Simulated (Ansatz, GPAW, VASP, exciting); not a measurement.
**GaAs: programs and potentials compared**

```
CELL_PARAMETERS angstrom
0.00000 2.82685 2.82685
2.82685 0.00000 2.82685
2.82685 2.82685 0.00000
ATOMIC_POSITIONS crystal
As 0.75000 0.75000 0.75000
Ga 0.00000 0.00000 0.00000
```

Alike in all runs: task single point; functional PBE; k mesh 8 × 8 × 8; occupations gaussian, width 0.011 eV; no spin polarisation; no spin-orbit coupling. Pressure is positive in compression and, in plane waves, holds the error of the finite cutoff.

```json
{"program and potentials": "GPAW, GPAW PAW data sets (gpaw-data 1.2.1)", "plane-wave cutoff (eV)": "600", "notes": "4 valence electrons an atom on average", "band gap (eV)": "0.59", "pressure (GPa)": "4.33"}
{"program and potentials": "Ansatz, all-electron LAPW, scalar-relativistic", "plane-wave cutoff (eV)": "-", "notes": "-", "band gap (eV)": "0.52", "pressure (GPa)": "3.27"}
{"program and potentials": "exciting, all-electron LAPW+lo, shipped species files, valence relativity iora*", "plane-wave cutoff (eV)": "-", "notes": "-", "band gap (eV)": "0.51", "pressure (GPa)": "-"}
{"program and potentials": "VASP, PBE PAW files As, Ga_d, 520 eV", "plane-wave cutoff (eV)": "520", "notes": "9 valence electrons an atom on average", "band gap (eV)": "0.52", "pressure (GPa)": "3.46"}
```

The band gap spans 0.51 (exciting, all-electron LAPW+lo, shipped species files, valence relativity iora*) to 0.59 eV (GPAW, GPAW PAW data sets (gpaw-data 1.2.1)), with all-electron results at 0.51 to 0.52. The pressure spans 3.27 (Ansatz, all-electron LAPW, scalar-relativistic) to 4.33 GPa (GPAW, GPAW PAW data sets (gpaw-data 1.2.1)), with all-electron results at 3.27. Spin-orbit coupling, left out here, moves the band edges of heavy atoms.

The functional is the same throughout but for its coding, so the spread measures potentials, basis and numerics; runs on potential files found faulty are left out.

With the Ga 3d electrons in the valence, VASP reproduces the scalar-relativistic all-electron gap of 0.52 eV and comes close to its pressure. GPAW, with only the outer s and p electrons active, gives the largest gap and the largest pressure. The frozen 3d shell is a possible cause, since p-d repulsion raises the As 4p-like valence-band top, but other differences between the data sets could contribute.

All the gaps lie far below the well-known experimental value, and the close agreement between codes places this error in the functional rather than in the potentials. Semilocal PBE lacks the derivative discontinuity that separates the Kohn-Sham gap from the quasiparticle gap. The positive pressures fit PBE's usual underbinding: the cell is close to the measured one and would expand if relaxed. Because the conduction-band minimum at the zone centre is an antibonding, s-like state, such expansion would probably narrow the gap further, so agreement at this fixed volume does not guarantee equal gaps at each program's own equilibrium volume.
